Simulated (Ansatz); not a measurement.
# I (bcc type): the cost of one run

Program: Ansatz 0.2.0. Level of theory: DFT, at the level named in each step. These are calculated values, not measurements.

## 1. Starting point

It takes space group Im-3m (No. 229, cubic). The conventional cell has a = 4.155 Å, b = 4.155 Å, c = 4.155 Å, α = 90.00°, β = 90.00°, γ = 90.00°. Around I (site symmetry m-3m) lie 8 I at 3.60 Å.

Structure file:

```
I
1.0
    -2.07741    2.07741    2.07741
     2.07741   -2.07741    2.07741
     2.07741    2.07741   -2.07741
I
1
Cartesian
  0.0000 0.0000 0.0000
```

The structure (bcc type) was typed from a prototype and relaxed by PAW; whether it is the ground state wasn't tested.

## 2. No relativity, LAPW

input.yaml reads:

```yaml
crystal:
  lattice:
    - [-2.077410125, 2.077410125, 2.077410125]
    - [2.077410125, -2.077410125, 2.077410125]
    - [2.077410125, 2.077410125, -2.077410125]
  atoms:
    - { symbol: I, position: [0.0, 0.0, 0.0] }
kpoints:
  mp_grid: { grid: [14, 14, 14] }
  band_path:
    path:
      - [0.0, 0.0, 0.0]
      - [0.5, -0.5, 0.5]
      - [0.0, 0.0, 0.5]
      - [0.0, 0.0, 0.0]
      - [0.25, 0.25, 0.25]
      - [0.5, -0.5, 0.5]
      - [0.25, 0.25, 0.25]
      - [0.0, 0.0, 0.5]
    npoints: 5
scf:
  occupations: { method: fermi_dirac, width: 0.03 }
hamiltonian:
  xc: pbe
  pseudopotentials:
    kind: all_electron
    lapw: { basis_error: 0.00025 }
    relativity: none
output:
  forces: true
  stress: true
  eigenvalues: true
```

Started as:

```bash
> ansatz run input.yaml --threads 1 --pin off --max-ram 2048MiB --backend cpu --events-out ev --progress --plain --runs-dir out
```

What time and memory should one allow on 1 thread of AMD EPYC 9R14 (Zen 4), shared host?

About 5.1 s, with a peak of 0.33 GiB.
